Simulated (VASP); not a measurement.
A run of VASP 6.6.1 is set up as follows.

The input INCAR:

```
ALGO = Normal
EDIFF = 1E-7
EDIFFG = -0.01
ENCUT = 600
IBRION = 2
ISIF = 2
ISMEAR = 1
LASPH = T
LCHARG = F
LMIXTAU = T
LREAL = F
LWAVE = F
METAGGA = R2SCAN
NELM = 80
NSW = 40
PREC = Accurate
SIGMA = 0.1
```

The input KPOINTS:

```
k-points
0
Gamma
  14 14 14
```

Contents of POSCAR:

```
Bi                                      
1.0
   -1.9807539556      1.9807539556      1.9807539556
    1.9807539556     -1.9807539556      1.9807539556
    1.9807539556      1.9807539556     -1.9807539556
  Bi            
     1
Direct
     0.0000000000000000    0.0000000000000000    0.0000000000000000
```

Potentials or basis: VASP PAW PBE potentials, release 64 (Bi_d).

Command:

```sh
$ cat potpaw_PBE.64/Bi_d/POTCAR > POTCAR
$ mpirun -np 1 vasp_std > vasp.out
```

(1) Estimate the band gap on the k mesh.

Results:

(1) none (metal or under the smearing width).

Caveat: the relaxation stopped at its first step, so nothing moved; spin-orbit coupling is left out, which moves the levels of the heavy elements.
